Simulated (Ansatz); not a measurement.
# CdSe (Cadmoselite) (P6_3mc) in Ansatz: settings compared, part 2 of 3

Ansatz 0.2.0. The steps go on from the part before.

### 3 Single point, PBE-LYP (cell stretched)

input.yaml

```yaml
crystal:
  lattice: { a: 4.50506508, b: 4.50506508, c: 7.35478066, alpha: 90.0, beta: 90.0, gamma: 120.0 }
  space_group: 186
  setting: { hermann_mauguin: P63mc }
  reduce_to_primitive: true
  atoms:
    - { symbol: Cd, position: [0.6666666667, 0.3333333333, 0.5] }
    - { symbol: Se, position: [0.6666666667, 0.3333333333, 0.885] }
  symmetry: { detect: false }
kpoints:
  mp_grid: { kspacing: 0.25 }
scf:
  occupations: { method: fermi_dirac, width: 0.05 }
  mixing: { algorithm: anderson, beta: 0.7, ndim: 16 }
hamiltonian:
  xc: { exchange: pbe, correlation: lyp }
  pseudopotentials:
    kind: all_electron
    lapw: { basis_error: 0.001 }
    nuclear_model: point
output:
  forces: true
  stress: true
  eigenvalues: true
  xc_energy_on_converged_density: [pbe, rpbe, pbesol]
```

Potentials or basis: all-electron LAPW, point nuclei.

Started as:

```
$ ansatz run input.yaml --threads 2 --pin off --max-ram 6144MiB --backend cpu --events-out ev --progress --plain --runs-dir out
```

What it wrote:

```text
Warning: RAYON_NUM_THREADS=2 ignored (pool sized by the plan → 2); use --threads N
crystal.space_group: 186 is read as P63mc: the typed cell holds Cd2Se2 (Cd 2b, Se 2b). Least distances (Å): Cd–Cd 4.504, Cd–Se 2.735, Se–Se 4.504
[... 72 lines left out ...]
  k-point 2: bands = ["-199.8832", "-199.8832", "-139.4233", "-139.4233", "-139.4233", "-139.4233", "-139.4110", "-139.4110", "-94.8297", "-94.8297", "-55.8843", "-55.8843", "-55.8793", "-55.8793", "-55.8793", "-55.8793", "-39.7429", "-39.7429", "-39.7429", "-39.7429", "-39.7319", "-39.7319", "-39.7319", "-39.7319", "-39.7300", "-39.7300", "-5.2189", "-5.2189", "-0.9620", "-0.9620", "-0.9620", "-0.9620", "-0.7919", "-0.7919", "-0.7278", "-0.7278", "-0.7278", "-0.7278", "4.3744", "4.3744", "6.3293", "6.3293", "6.3293", "6.3293", "8.5694", "8.5694", "12.2241", "12.2241", "12.8018", "12.8018", "12.8018", "12.8018", "16.3937"]
  k-point 98: bands = ["-199.8832", "-199.8832", "-139.4233", "-139.4233", "-139.4233", "-139.4233", "-139.4110", "-139.4110", "-94.8297", "-94.8297", "-55.8843", "-55.8842", "-55.8793", "-55.8793", "-55.8793", "-55.8793", "-39.7429", "-39.7429", "-39.7428", "-39.7428", "-39.7319", "-39.7319", "-39.7318", "-39.7318", "-39.7300", "-39.7300", "-5.1057", "-5.0228", "-0.9061", "-0.8905", "-0.8548", "-0.8444", "-0.7703", "-0.7632", "-0.7309", "-0.7160", "-0.6270", "-0.4705", "3.2178", "3.6005", "4.9238", "5.1523", "5.6615", "6.0072", "9.5542", "10.3250", "11.6477", "11.8911", "12.8441", "13.2592", "13.9796", "14.7766", "15.6755"]
```

Wall time 1.8 min (2 threads of Intel Xeon Platinum 8259CL at 2.50GHz (Skylake/Cascade Lake), shared host); peak memory 0.97 GiB.

What came out:

```
Free energy            : -436726.2326 eV
Pressure               : -0.7 GPa
Largest force          : 0.184 eV/Å
Band gap on the k mesh : 0.30 eV, direct
```

Forces in eV/Å, atoms in the order of the input:
```
Cd   0.000  0.000  0.184
Cd   0.000  0.000  0.184
Se   0.000  0.000 -0.184
Se   0.000  0.000 -0.184
```

Levels at points of the mesh, in eV from the valence-band top:
```tsv
k point	band 42	band 43	band 44	band 45	band 46	band 47
(0.00, 0.00, 0.00)	-0.01	-0.01	0.00	0.30	1.87	5.83
(0.00, 0.00, -0.50)	-0.29	-0.29	-0.29	1.95	1.95	5.60
```

### 4 Single point, PBE

input.yaml

```yaml
crystal:
  lattice:
    - [4.3, 0.0, 0.0]
    - [-2.15, 3.7239092363, 0.0]
    - [0.0, 0.0, 7.02]
  atoms:
    - { symbol: Cd, position: [0.6666666667, 0.3333333333, 0.5] }
    - { symbol: Cd, position: [0.3333333333, 0.6666666667, 0.0] }
    - { symbol: Se, position: [0.6666666667, 0.3333333333, 0.885] }
    - { symbol: Se, position: [0.3333333333, 0.6666666667, 0.385] }
kpoints:
  mp_grid: { grid: [4, 4, 2] }
scf:
  occupations: { method: fermi_dirac, width: 0.02 }
hamiltonian:
  xc: pbe
  pseudopotentials: { kind: all_electron, lapw: { basis_error: 0.002 } }
output:
  forces: true
  stress: true
  eigenvalues: true
```

Potentials or basis: all-electron LAPW, scalar-relativistic.

Started as:

```
$ ansatz run input.yaml --threads 2 --pin off --max-ram 6144MiB --backend cpu --events-out ev --progress --plain --runs-dir out
```

Wall time 5.3 s (2 threads of AMD EPYC 9R45 (Zen 5), shared host); peak memory 0.41 GiB.

The run converged. Its results:

```yaml
Free_energy: -436724.6049 eV
Pressure: 3.1 GPa
Largest_force: 0.298 eV/Å
Band_gap_on_the_k_mesh: 0.70 eV, direct
```

Forces on the atoms (eV/Å):
```
Cd   0.000  0.000  0.298
Cd   0.000  0.000  0.298
Se   0.000  0.000 -0.298
Se   0.000  0.000 -0.298
```

Stress tensor (GPa, compression positive):
```
3.88 0.00 0.00
0.00 3.88 0.00
0.00 0.00 1.56
```

Levels at points of the mesh, in eV from the valence-band top:
```csv
k point,band 42,band 43,band 44,band 45,band 46,band 47
"(0.00, 0.00, 0.00)",-0.01,0.00,0.00,0.70,2.11,5.88
"(0.00, 0.00, -0.50)",-0.37,-0.37,-0.37,2.33,2.33,5.82
"(0.00, -0.50, 0.00)",-1.86,-1.24,-0.83,3.23,3.31,4.80
"(0.00, -0.50, -0.50)",-1.38,-1.29,-1.29,2.99,2.99,4.78
```

Caveat: the k mesh is coarse (spacing up to 0.45 Å⁻¹), so the values aren't converged.

### 5 Relaxation of cell and atoms, PBE, non-collinear spin, antiferromagnetic start (volume scaled by 1.15)

input.yaml

```yaml
crystal:
  lattice:
    - [4.5050650786, 0.0, 0.0]
    - [-2.2525325393, 3.9015008038, 0.0]
    - [0.0, 0.0, 7.3547806633]
  atoms:
    - { symbol: Cd, position_ang: [2.2525325395, 1.3005002678, 3.6773903316], spin: 0.5, spin_axis: [1.0, 0.0, 0.0] }
    - { symbol: Cd, position_ang: [-2.0e-10, 2.601000536, 0.0], spin: 0.5, spin_axis: [-1.0, 0.0, 0.0] }
    - { symbol: Se, position_ang: [2.2525325395, 1.3005002678, 6.508980887] }
    - { symbol: Se, position_ang: [-2.0e-10, 2.601000536, 2.8315905554] }
kpoints:
  mp_grid: { grid: [5, 5, 3] }
scf:
  occupations: { method: fermi_dirac, width: 0.15 }
hamiltonian:
  xc: pbe
  pseudopotentials: { kind: all_electron, lapw: { basis_error: 0.001 } }
magnetization:
  noncollinear: true
output:
  forces: true
  stress: true
relax:
  f_tol: 0.005
  max_steps: 60
  cell: {}
```

Potentials or basis: all-electron LAPW, scalar-relativistic.

Started as:

```
$ ansatz run input.yaml --threads 2 --pin off --max-ram 6144MiB --backend cpu --events-out ev --progress --plain --runs-dir out
```

What it wrote:

```text
Warning: RAYON_NUM_THREADS=2 ignored (pool sized by the plan → 2); use --threads N
The last accepted step is kept in <dir> (removed where the run ends without a failure and the disk answers)
LAPW: plane waves up to 8.385 Å⁻¹, error target 1.0e-3 eV per atom; small_component_spin mean_spin; Se in spheres of 1.273 Å, 24 of its electrons in bands, Dirac shells []; Cd in spheres of 1.380 Å, 20 of its electrons in bands, Dirac shells [] (how accurate: hamiltonian.pseudopotentials.lapw.basis_error, Limitations)
band count auto-derived: 108 (N_el = 88.0; filled up to band 88; 106 by the electrons, moments and atoms)
Engine: ansatz 0.2.0, x86_64-unknown-linux-gnu
Pseudopotentials: kind: all_electron
Pseudopotential: Cd, LAPW, valence charge 20, lapw/all_electron/scalar/gaussian/Cd, Koelling and Harmon's equation, gaussian nucleus
Pseudopotential: Se, LAPW, valence charge 24, lapw/all_electron/scalar/gaussian/Se, Koelling and Harmon's equation, gaussian nucleus
Functional definition: PBE
  parameter kappa = 0.804
  parameter beta = 0.06672455060314922
  exchange = pbe_x(kappa = kappa, mu = beta*pi^2/3)
  correlation = pbe_c(beta = beta)
this run first makes a single point of its starting geometry on two collinear spin channels, or without spin where it has no moments, for its own SCFs to start from. `scf.lower_state_search: off` leaves that single point out
Crystal: 4 atoms, lattice volume = 129.271 Å³
Basis set: ecut = 267.8525727255104 eV, 1291 PW (Γ), exchange–correlation at level 2
Bands: 55, of which v1, the nominal top of the filled ones, is band 44 counted from 1 (43 counted from 0)
Symmetry: 6 space group operations
Space group: P3m1 (ITA 156), of the structure as read, at distance tolerance 5.1e-5 Å
Magnetic group: BNS 186.206 (UNI 1436), of the structure as read, at distance tolerance 5.1e-5 Å
k-points: 12 of 75 (time reversal used)
Non-local potential: Cd, projectors of the file, none
Non-local potential: Se, projectors of the file, none
Initial density: superposition of atomic densities (chi_scale 0.1, normalization cell, long waves kept (reshape's long-wave potential 0.00 eV rms))
Starting moments: Σ|m| = 1 μB on 2 of 4 sites
Starting magnetic order: altermagnet, g-wave, bulk spin-momentum locking; spin-degenerate planes through Γ normal to [0 0 1], [1 -1 0], [1 2 0], [2 1 0] of the run's lattice
Initial wavefunctions: plane waves of lowest kinetic energy (no species holds an atomic orbital)
Functional: x = pbe(κ = 0.804, μ = 0.2195149727645171), c = pbe(β = 0.06672455060314922)
iter 1 solved again at ethr=2.69e-3 eV; its pass at ethr=1.00e-1 eV (dr2=2.37e0 eV) is discarded
SCF iter   1: F=—  HF=-436725.370093 eV  |F-HF|=—  |Δ(HF+E_count)|=         —  Δρ=1.60e-2 (↑1.60e-2 ↓1.60e-2)  dr2=2.37e0  dr2_m=7.33e-2  M=-0.000 μB ∫|m|=0.059 μB  β_m=0.30  ethr=2.69e-3  ⟨swp⟩=2.0  Hψ=8170  notcnv=0
preconditioner: auto → Resta (q_TF=auto, 2.559 Å⁻¹)  ε∞=3.5  [insulator: Δε(μ)=0.997 eV  Ē_g=12.291 eV  σ=0.150 eV  W_gap=0.88  n_scr=34 (ndim 8)  ℏωp=19.6 eV  f_vac=0.267  D(μ)=0.04/eV (n_scr^D=0)  ε∞_Penn≈3.5]
[... 82 lines left out ...]
SCF iter   5: F=-436724.726446 eV  HF=-436724.726446 eV  |F-HF|=5.13e-8  |Δ(HF+E_count)|=   8.91e-9  Δρ=5.62e-6  dr2=7.09e-8  dr2_m=3.11e-17  ethr=2.58e-10  |M|=4.06e-25 ∫|m|=2.62e-8 μB  ⟨swp⟩=3.0  Hψ=3142  notcnv=0
the starting moments were not kept: the SCF closed with an absolute magnetisation of 2.6e-8 μB, where they sum to 1 μB in size (2 sites). That is at most 0.1 of that sum. Measured as dr2_m measures the in/out step, that magnetisation stands 1.5e-16 eV from none, at or under the dr2_threshold of 1.0e-7 eV: it is no larger than a step whose dr2_m would equal this threshold.
SCF 5 converged in 5 iterations: F = -436724.726446 eV  dr2 = 7.09e-8
relax step   4: F+E_penalty+E_count = -436724.72644570 eV  Δ(F+E_penalty+E_count) = -1.492e-3 eV  max|allowed force component| = 2.807e-3 eV/Å  Δτ_max = 0.0038 Å  P = -0.009 GPa  Ω = 119.231 Å³  (5 SCF iters, accepted)
Moments: of one size on atoms that these operations exchange, one fixing the others by the rotation that the starting moments gave each, and all in one plane where the starting moments lie in one or along one axis (crystal.symmetry.detect: false holds none)
iter 1 solved again at ethr=7.39e-11 eV; its pass at ethr=1.00e-1 eV (dr2=6.50e-8 eV) is discarded
SCF iter   1: F=—  HF=-436724.726446 eV  |F-HF|=—  |Δ(HF+E_count)|=         —  Δρ=5.45e-6  dr2=6.54e-8  dr2_m=3.40e-17  ethr=7.39e-11  |M|=2.30e-25 ∫|m|=3.84e-9 μB  β_m=0.30  ⟨swp⟩=5.2  Hψ=5300  notcnv=0
preconditioner: auto → Resta (q_TF=auto, 2.594 Å⁻¹)  ε∞=3.6  [insulator: Δε(μ)=0.538 eV  Ē_g=12.652 eV  σ=0.150 eV  W_gap=0.60  n_scr=34 (ndim 8)  ℏωp=20.4 eV  f_vac=0.263  D(μ)=0.10/eV (n_scr^D=0)  ε∞_Penn≈3.6]
spin=Noncollinear: Resta preconditioning applied to the charge; magnetization (m_x, m_y, m_z) channels mix plain (no charge-response kernel on spin).
SCF iter   2: F=-436724.726446 eV  HF=-436724.726446 eV  |F-HF|=6.18e-8  |Δ(HF+E_count)|=   2.55e-8  Δρ=4.33e-6  dr2=4.18e-8  dr2_m=1.87e-17  ethr=7.39e-11  |M|=1.91e-25 ∫|m|=2.97e-9 μB  ⟨swp⟩=2.1  Hψ=3064  notcnv=0
the starting moments were not kept: the SCF closed with an absolute magnetisation of 2.9e-9 μB, where they sum to 1 μB in size (2 sites). That is at most 0.1 of that sum. Measured as dr2_m measures the in/out step, that magnetisation stands 6.8e-19 eV from none, at or under the dr2_threshold of 1.0e-7 eV: it is no larger than a step whose dr2_m would equal this threshold.
SCF 6 converged in 2 iterations: F = -436724.726446 eV  dr2 = 4.18e-8
relax step   5: F+E_penalty+E_count = -436724.72644631 eV  Δ(F+E_penalty+E_count) = -6.046e-7 eV  max|allowed force component| = 2.814e-3 eV/Å  Δτ_max = 0.0000 Å  P = -0.009 GPa  Ω = 119.231 Å³  stress off target by 2.43e-2 GPa  SCF on the basis re-selected at this cell (its energy is not comparable with the rows above)  (2 SCF iters)
basis re-selected at this cell: Δ(F+E_penalty+E_count) = -6.046e-7 eV, ΔP = -0.000 GPa vs the last step (what re-selecting the basis moved, after the strain that the cell walked since its last selection, with what the two solves' SCF thresholds leave and, on support functions, any second-order correction that the steps lacked; it is no measure of the basis error at this ecutwfc). This SCF's stress stands 2.43e-2 GPa from its target on what of the cell is left free (relax.cell.stress_tol is 5.00e-2 GPa) and its largest allowed force component is 2.81e-3 eV/Å (relax.f_tol is 5.00e-3 eV/Å): within both
the relaxation's final electronic state is not compared with the one that a single-point calculation of its input finds at the relaxed geometry: the levels of that state could not be read for rotations of its moments (`moment_stiffness` in the report says why). A lower state may exist there
SCF converged after 2 iterations
Stability not checked: this state was not tested for a lower state beside it, because this non-collinear magnet's GGA is evaluated by the locally collinear projection, under which the energy is not smooth in the magnetisation (locally_collinear_gga; see scf.lower_state_search)
Magnetization: |M| = 0.0000 μB,  M = (-0.0000, +0.0000, -0.0000) μB
Absolute magnetization: 0.0000 μB (∫|m|)
Moment direction: held on its axis by an average over the rotations of spin about it
  site 0: m = (+0.0000, +0.0000, +0.0000) μB, |m| = 0.0000 μB  (R = 1.34 Å)
  site 1: m = (-0.0000, -0.0000, +0.0000) μB, |m| = 0.0000 μB  (R = 1.34 Å)
  site 2: m = (+0.0000, +0.0000, -0.0000) μB, |m| = 0.0000 μB  (R = 1.24 Å)
  site 3: m = (-0.0000, -0.0000, -0.0000) μB, |m| = 0.0000 μB  (R = 1.24 Å)
Free energy (F): -436724.726446 eV
Harris-Foulkes:  -436724.726446 eV  (|F-HF|=6.18e-8)
Internal energy: -436724.716257 eV  (E = F + TS)
E sigma→0 (E₀):  -436724.721352 eV
Entropy (-TS):   -0.010190 eV (-2.547 meV/atom)
Fermi energy:    7.774351 eV
--- Per-component energies (eV) ---
  E_band       = -4247.849181
  E_kinetic    = 454339.250426
  E_xc         = -13210.900999
  E_electrostatic = -877853.065684  (all electrons and nuclei)
  E_smearing   = -0.010190  (= −TS)
  E_closure    = 0.000000  (closes the sum)
  E_atoms      = -436713.737228  (free atoms, spherical and without spin; not in F)
  Σ components = -436724.726446   (vs F -436724.726446, Δ=0.00e0)
  Basis errors (estimates in eV, not in F): energy 4.8e-4 per atom: plane waves 4.6e-4 (2.7e-4 summed), levels above the bands 1.8e-26, relativity 5.9e-8, radial functions 2.3e-5, core shells 1.3e-6; eigenvalues (radial functions only) 5.6e-7; not estimated: angular momenta, meshes, grids; target (lapw.basis_error) 1.0e-3; muffin-tin radii Se 1.239 Å, Cd 1.343 Å
--- Forces (eV/Å), atoms counted from 1 ---
  atom   1  Cd    -0.00000000    -0.00000000     0.00283139
  atom   2  Cd    -0.00000000     0.00000000     0.00283139
  atom   3  Se     0.00000000    -0.00000000    -0.00279733
  atom   4  Se    -0.00000000     0.00000000    -0.00279733
  max |Σ_I F_I| component: 6.81e-5 eV/Å
--- Stress (GPa, compression-positive) ---
       -0.001199       0.000000       0.000000
        0.000000      -0.001199       0.000000
        0.000000       0.000000      -0.024305
  P = ⅓ Tr σ = -0.0089 GPa (-0.089 kbar)
--- Relaxed structure (4 steps of the walk, 4 accepted, 1 SCFs on fresh bases) ---
  F+E_penalty+E_count = -436724.72644631 eV   max|allowed force component| = 2.814e-3 eV/Å   (the final SCF, on the basis selected at the relaxed cell)
  cell:  # Å, volume = 119.2306 Å³
    - [4.386198322271825, 4.3989536585815144e-18, 9.151791504354395e-34]
    - [-2.1930991611359123, 3.798559173124084, -4.575895752177197e-34]
    - [1.4940831711899496e-33, 0.0, 7.156167929165362]
  atoms:
    - { symbol: Cd, position: [0.6666666666666667, 0.33333333333333337, 0.5046125308393254] }
    - { symbol: Cd, position: [0.33333333333333337, 0.6666666666666667, 0.004612530839325344] }
    - { symbol: Se, position: [0.6666666666666667, 0.33333333333333337, 0.8803874691578876] }
    - { symbol: Se, position: [0.33333333333333337, 0.6666666666666667, 0.3803874691578875] }
```

Wall time 2.4 min (2 threads of AMD EPYC 9R45 (Zen 5), shared host); peak memory 1 GiB.

Results:

```yaml
Free_energy: -436724.7264 eV
Relaxed_volume: 29.81 Å³/atom
Relaxed_cell: a = 4.386 Å, b = 4.386 Å, c = 7.156 Å, α = 90.00°, β = 90.00°, γ = 120.00°
Space_group_after_relaxing_to_0.05_Å: P6_3mc (No. 186)
Energy_gained_by_relaxing: 28.1 meV/atom
Ionic_steps: 5
Pressure_after_relaxing: 0.0 GPa
Net_moment: 0.00 μB per cell
Absolute_moment: 0.00 μB per cell
```

Forces on the atoms (eV/Å):
```
Cd   0.000  0.000  0.003
Cd   0.000  0.000  0.003
Se   0.000  0.000 -0.003
Se   0.000  0.000 -0.003
```

The path:
```csv
step,energy change (eV),largest force (eV/Å),volume (Å³)
1,0.0000,0.1670,129.27
2,-0.0835,0.1231,114.66
3,-0.1111,0.0453,120.06
4,-0.1126,0.0028,119.23
5,-0.1126,0.0028,119.23
```

Final structure:
```cif
data_structure
_symmetry_space_group_name_H-M 'P 1'
_symmetry_Int_Tables_number 1
_cell_length_a 4.3862
_cell_length_b 4.3862
_cell_length_c 7.1562
_cell_angle_alpha 90.000
_cell_angle_beta 90.000
_cell_angle_gamma 120.000
_cell_volume 119.23
loop_
_atom_site_label
_atom_site_type_symbol
_atom_site_fract_x
_atom_site_fract_y
_atom_site_fract_z
_atom_site_occupancy
Cd1 Cd 0.66667 0.33333 0.50461 1
Cd2 Cd 0.33333 0.66667 0.00461 1
Se1 Se 0.66667 0.33333 0.88039 1
Se2 Se 0.33333 0.66667 0.38039 1
```

Moments on the atoms (μB; x, y, z):
```
Cd  0.00 0.00 0.00
Cd  0.00 0.00 0.00
Se  0.00 0.00 0.00
Se  0.00 0.00 0.00
```

Caveat: the starting moments weren't kept.

(Part 2 of 3 ends here.)
